A density functional is the approximate rule by which a calculation gives electrons their exchange and correlation energy. The table holds the band gap of one crystal, GaAs, in one fixed cell, computed with eight functionals. "Gap on path" is the energy from the highest filled to the lowest empty level, and "direct gap on path" is the smallest such step without a change of crystal momentum. The two agree in every row.

GPAW 26.7.0, PAW density-functional calculations of GaAs at a fixed cubic cell edge of 5.654 Å, without spin polarisation or spin–orbit coupling. All runs use an 8 × 8 × 8 k mesh and Fermi–Dirac smearing of 0.05 eV. PBE is run on a real-space grid with 0.2 Å spacing, so it has no wave cutoff; the other functionals use plane waves.

```
functional                                           potentials  wave cutoff  gap on path (eV)  direct gap on path (eV)
       LDA                 GPAW-PAW-data-sets-(gpaw-data-1.2.1)       600 eV             0.362                    0.362
       PBE                 GPAW-PAW-data-sets-(gpaw-data-1.2.1)          n/a             0.590                    0.590
    PBEsol  PAW-data-sets-made-by gpaw-setup-for-the-functional       600 eV             0.515                    0.515
    revPBE                 GPAW-PAW-data-sets-(gpaw-data-1.2.1)       600 eV             0.675                    0.675
      RPBE                 GPAW-PAW-data-sets-(gpaw-data-1.2.1)       600 eV             0.709                    0.709
      BLYP  PAW-data-sets-made-by gpaw-setup-for-the-functional       600 eV             0.431                    0.431
    r2SCAN                 GPAW-PAW-data-sets-(gpaw-data-1.2.1)       600 eV             1.073                    1.073
      TPSS                 GPAW-PAW-data-sets-(gpaw-data-1.2.1)       600 eV             0.720                    0.720
```

(a) LDA takes exchange from the local electron density alone; a GGA also uses the density's gradient. Why should that change the gap, and how can its strength be put into one number?

Solution. Both band edges lie at the zone centre, Γ, but their orbitals differ. The valence top is built from p orbitals, which vanish at their own nuclei, while the conduction edge is largely s-like and has density there. A potential added evenly throughout the crystal would raise both levels equally and leave the gap alone. The gradient correction is uneven, so the two orbitals feel different averages of it. If the density is held fixed, the gap changes to first order by the difference.

If two functionals add potentials of similar shape but different strength, this difference grows in proportion to the strength. For small changes, so does the further shift that comes from the density's response. A simple measure of strength is E, the fraction by which the gradient increases the size of the local exchange energy. It depends on the reduced gradient s, which compares the steepness of the density with the local electron wavelength. For PBE, PBEsol and revPBE

E = μs² / (1 + μs²/κ)

and for RPBE

E = κ[1 − exp(−μs²/κ)].

Here μ sets the initial rise and κ the ceiling. μ is 0.22, but 0.12 in PBEsol; κ is 0.80, but 1.2 in revPBE. We take E at s = 2. The argument leads to

gap = LDA gap + A·E,

but leaves the sign and size of A to be found from a computed gap.

(b) Find A from LDA and PBE, then estimate the gaps of PBEsol and RPBE. How good is the rule?

Solution. For PBE, μs² = 0.88, so E = 0.88/(1 + 1.1) = 0.42. The gap rises by 0.228 eV from LDA to PBE, which gives A = 0.54 eV. Within this family of functionals, a stronger gradient correction should then go with a wider gap.

For PBEsol, μs² = 0.48 and E = 0.48/(1 + 0.60) = 0.30. The estimate is 0.36 + 0.54 × 0.30 = 0.52 eV, close to the computed 0.515 eV.

For RPBE, E = 0.80 × [1 − exp(−1.1)] = 0.53. The estimate is 0.36 + 0.54 × 0.53 = 0.65 eV, against a computed 0.709 eV.

Neither row helped to set A. Over these two and revPBE the typical error is 0.04 eV, compared with 0.09 eV if each is simply given the PBE gap. The value s = 2 was chosen with the gaps in view; s = 3 does about as well, with errors up to 0.05 eV (though it puts revPBE above RPBE, the wrong order), but s = 1 is poorer, with errors up to 0.09 eV. PBE, which sets A, was run on a real-space grid and the others in plane waves, and the effect of this on the gap is untested.

The estimates for revPBE and RPBE are both too low. These functionals change only the exchange part of PBE, whereas the step from LDA to PBE also adds a gradient term to correlation. From PBE to revPBE and to RPBE the gap rises by about 1 eV per unit of E, nearly twice A, so the gap is not strictly proportional to E. The correlation term may be part of the reason, but no row shows the sign of its effect on the gap. E at a single s may also misjudge the strength, since the orbitals feel a potential built over a range of s, and the grid run of PBE enters both slopes.

(c) Where does the rule stop working?

Solution. It stops first at functionals that use more than the density and its gradient. r2SCAN also uses the kinetic-energy density, and its gap is 0.48 eV wider than PBE's. The lowest valence level at Γ also sinks by 0.48 eV relative to the valence top, but it lies 12.7 eV down, so this is a stretch of only about 4 %, worth some 0.02 eV on the gap. Most of the opening is a step between filled and empty levels: the lowest empty level three quarters of the way to X rises by 0.30 eV, and the next empty level at Γ by 0.32 eV. Theory offers a possible reason: the new ingredient adds a term that acts on the orbitals like kinetic energy, with a weight set by the functional. A uniform positive weight would mainly stretch the levels. The weight varies through the crystal, however, so filled and empty orbitals are expected to feel it differently, which can open a step at the gap; these runs do not separate this term from the rest of the potential. TPSS uses it too, yet lies only 0.13 eV above PBE, so the form of the functional matters as well as its class. GPAW normally runs both with atomic data sets made for PBE, and part of these differences may come from that mismatch. The TPSS run also carries a warning about poorly interpolated bands, but its gap agrees with the levels computed directly.

The rule also needs the fixed cell. At this volume RPBE GaAs is under about 6 GPa of pressure, and compression opens the gap by very roughly 0.1 eV per GPa (a known experimental size, not computed here). Letting the cell expand would remove several tenths of an eV and could overturn the order of the functionals. The rule thus predicts what a functional gives in this cell, not the measured gap. That is roughly 1.5 eV at low temperature, wider than all eight computed values; functionals of these kinds usually make semiconductor gaps too narrow. The runs also keep the 3d electrons frozen in the cores and leave out spin–orbit coupling, which splits the valence top and is expected to narrow the computed gaps further.

BLYP is the unexplained case. Its exchange has E = 0.47, so the rule gives 0.62 eV, but the computed gap is only 0.431 eV. BLYP has a different correlation part, its exchange depends on the gradient in a different way, and like PBEsol it uses specially generated atomic data sets. Which of these narrows the gap? A run with BLYP's exchange, PBE's correlation and data sets made in the same way would help to decide. The output below gives the remaining estimates.

Output of the analysis:

```
Rise of the gap from LDA to PBE, eV: 0.228
Excess enhancement E of PBE at s of 2: 0.419
Slope A set by LDA and PBE, eV per unit of E: 0.5441
E at s of 2 for PBEsol, revPBE, RPBE in this order: PBEsol 0.3, revPBE 0.5077, RPBE 0.5337
Estimated gaps of PBEsol, revPBE, RPBE, eV: PBEsol 0.5252, revPBE 0.6382, RPBE 0.6524
Estimate less computed gap for PBEsol, revPBE, RPBE, eV: PBEsol 0.01023, revPBE -0.03677, RPBE -0.05662
Rms miss of the rule on these three rows, eV: 0.03942
Rms miss on these rows if each GGA is given the PBE gap, eV: 0.09489
Largest miss on these rows with s of 1, eV: 0.09285
Largest miss on these rows with s of 3, eV: 0.05382
Slope from PBE to revPBE, eV per unit of E: 0.9589
Slope from PBE to RPBE, eV per unit of E: 1.038
E of BLYP exchange at s of 2: 0.4671
Estimated gap of BLYP, eV: 0.6161
Estimate less computed gap for BLYP, eV: 0.1851
Gap of r2SCAN less that of PBE, eV: 0.483
Gap of TPSS less that of PBE, eV: 0.13
Rise PBE to r2SCAN of lowest empty level over valence top, three quarters of the way to X, eV: 0.2959
Change PBE to r2SCAN of the lowest valence level at Gamma against the valence top, eV: -0.4769
Order of magnitude of gap change on relaxing LDA, revPBE, RPBE, eV: 0.087, -0.577, -0.633
```
